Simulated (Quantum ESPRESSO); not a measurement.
InP:

```xyz
2
Lattice="0.0000 2.9305 2.9305 2.9305 0.0000 2.9305 2.9305 2.9305 0.0000" Properties=species:S:1:pos:R:3 pbc="T T T"
In    0.0000    0.0000    0.0000
P     4.3957    4.3957    4.3957
```

Program: Quantum ESPRESSO 7.5. Alike in all runs: cell as given; cutoff (eV) 952; smearing fermi-dirac 0.05 eV.

Task: Order these runs on this cell by their pressure, lowest first.
A. level PBEsol; potentials or basis PseudoDojo 0.4.1 SR PBEsol standard; spin off; k mesh 8 × 8 × 8
B. level LDA; potentials or basis PseudoDojo 0.4.1 SR LDA standard; spin off; k mesh 8 × 8 × 8; form of the LDA correlation PW92
C. level PBE; potentials or basis PseudoDojo 0.4 FR PBE standard; spin SOC, no magnetisation; k mesh 6 × 6 × 6, shifted

Result: B (-1.3 GPa), A (0.7 GPa), C (3.4 GPa).

Caveats: the cell is more than 3 GPa from zero pressure, which shifts response properties (some runs).

Not every run made on this cell is shown here.
